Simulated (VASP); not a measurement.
# Te: molecular dynamics at constant energy

Te, C2/m (no. 12), 9 atoms in the cell. PBE, molecular dynamics; PAW potentials Te (PBE set).

Ensemble: NVE; Starting temperature (K): 1000.

## Input

INCAR:
```
  GGA = PE
  PREC = Normal
  ENCUT = 200
  EDIFF = 1E-6
  NELMIN = 4
  NELM = 60
  ALGO = Fast
  LREAL = Auto
  LASPH = T
  ISMEAR = -1
  SIGMA = 0.05
  ISYM = 0
  LWAVE = F
  LCHARG = F
  IBRION = 0
  NSW = 60
  POTIM = 4.0
  TEBEG = 1000
  ISIF = 2
  RANDOM_SEED = 928833 0 0
  MDALGO = 2
  SMASS = -3
  KPAR = 2
```

KPOINTS:
```
k-points
0
Gamma
  3 3 1
```

POSCAR:
```
Te
1.0
    3.8202894285     -2.1482026000      0.0000000000
    3.8202894285      2.1482026000      0.0000000000
   -0.2828726019      0.0000000000     17.9282719593
Te
9
Direct
    0.0000000000      0.0000000000      0.0000000000
    0.0000000000      0.0000000000      0.3333333333
    0.0000000000      0.0000000000      0.6666666667
    0.3094466100      0.3094466100      0.1129364967
    0.3094466100      0.3094466100      0.4462698300
    0.3094466100      0.3094466100      0.7796031633
    0.6905533900      0.6905533900      0.2203968367
    0.6905533900      0.6905533900      0.5537301700
    0.6905533900      0.6905533900      0.8870635033
```

Commands:
```
cat potpaw_PBE.64/Te/POTCAR > POTCAR
mpirun -np 2 vasp_std > vasp.out
```

## Result

- Rise of the mean potential energy above the start (meV/atom): 48.1
- Mean temperature (K): 582
- Electronic steps per ionic step after the first: 4.6

Course of the run:

| Time (fs) | Temperature (K) | Potential energy less the first (meV/atom) |
|---|---|---|
| 4 | 1000 | 0.0 |
| 24 | 942 | 6.7 |
| 40 | 847 | 17.7 |
| 60 | 739 | 30.1 |
| 76 | 684 | 36.4 |
| 96 | 649 | 40.3 |
| 112 | 619 | 43.8 |
| 132 | 535 | 53.5 |
| 148 | 431 | 65.4 |
| 168 | 315 | 78.8 |
| 184 | 279 | 82.9 |
| 204 | 328 | 77.3 |
| 220 | 408 | 68.1 |
| 240 | 480 | 59.9 |

The mean temperature lies below the starting 1000 K, since the atoms start on their sites and part of their kinetic energy turns into potential energy.

REPORT:
```
MDALGO =   2
               SCALING =       0
                 CNEXP =     9.000   14.000
           RANDOM_SEED =            928833                0                0

   original number of atomic DOF:         24
   number of independent constraints:      0
   number of active DOF:                  24

========================================
         MD step No.       1
========================================

  Atomic velocities initialized by STEP_tb

  >Energies
                    E_tot             E_pot             E_kin               EPS                ES
   e_b>   -0.26633410E+02   -0.27667835E+02    0.10344257E+01    0.00000000E+00    0.00000000E+00

  >Temperature
               T_sim     T_inst
   tmprt>   1000.000   1000.328

  >Thermostat:
           s(n+1) sdot(n+1)      s(n)   sdot(n)        Qs
   s_b>   0.00000   0.00000   0.00000   0.00000  -3.00000

           RANDOM_SEED =            928833               54                0

[... steps left out ...]

========================================
         MD step No.      60
========================================

  >Energies
                    E_tot             E_pot             E_kin               EPS                ES
   e_b>   -0.26633180E+02   -0.27129098E+02    0.49591742E+00    0.00000000E+00    0.00000000E+00

  >Temperature
               T_sim     T_inst
   tmprt>   1000.000    479.571

  >Thermostat:
           s(n+1) sdot(n+1)      s(n)   sdot(n)        Qs
   s_b>   0.00000   0.00000   0.00000   0.00000  -3.00000

           RANDOM_SEED =            928833               54                0
```

OSZICAR:
```
N       E                     dE             d eps       ncg     rms          rms(c)
DAV:   1     0.166888207193E+03    0.16689E+03   -0.11541E+04   320   0.628E+02
DAV:   2    -0.136685141726E+02   -0.18056E+03   -0.17716E+03   408   0.144E+02
DAV:   3    -0.272544778503E+02   -0.13586E+02   -0.13369E+02   384   0.418E+01
DAV:   4    -0.276848481240E+02   -0.43037E+00   -0.42950E+00   424   0.829E+00
DAV:   5    -0.276985926996E+02   -0.13745E-01   -0.13689E-01   408   0.123E+00    0.222E+01
RMM:   6    -0.276580195460E+02    0.40573E-01   -0.14145E-01   326   0.112E+00    0.136E+01
RMM:   7    -0.276682313442E+02   -0.10212E-01   -0.11677E-01   331   0.133E+00    0.443E-01
RMM:   8    -0.276675129380E+02    0.71841E-03   -0.15049E-02   339   0.538E-01    0.274E-01
RMM:   9    -0.276680697968E+02   -0.55686E-03   -0.49962E-03   368   0.250E-01    0.128E-01
RMM:  10    -0.276677772604E+02    0.29254E-03   -0.13133E-03   359   0.106E-01    0.601E-02
RMM:  11    -0.276678032519E+02   -0.25992E-04   -0.63208E-04   385   0.624E-02    0.410E-02
RMM:  12    -0.276678056822E+02   -0.24303E-05   -0.18558E-04   371   0.329E-02    0.120E-02
[... left out ...]
     59 T=   471. E= -.26633128E+02 F= -.27119843E+02 E0= -.27108234E+02  EK= 0.48671E+00 SP= 0.00E+00 SK= 0.00E+00
[... last step whole ...]
       N       E                     dE             d eps       ncg     rms          rms(c)
DAV:   1    -0.271290584801E+02   -0.92164E-02   -0.61398E-03   408   0.132E+00    0.731E-03
RMM:   2    -0.271290905618E+02   -0.32082E-04   -0.32112E-04   320   0.449E-02    0.621E-03
RMM:   3    -0.271290963758E+02   -0.58139E-05   -0.57561E-05   328   0.194E-02    0.806E-03
RMM:   4    -0.271290976894E+02   -0.13136E-05   -0.13143E-05   222   0.866E-03    0.951E-03
RMM:   5    -0.271290978965E+02   -0.20711E-06   -0.22247E-06   184   0.395E-03
     60 T=   480. E= -.26633180E+02 F= -.27129098E+02 E0= -.27117560E+02  EK= 0.49592E+00 SP= 0.00E+00 SK= 0.00E+00
```

Limits: 240 fs of 9 atoms are too short for converged averages; the cell is only 3.7 Å across, so each atom moves in step with near copies of itself.

VASP 6.6.1 took 501 s on 2 cores (AMD EPYC 7R43 (Zen 3)), a shared host.
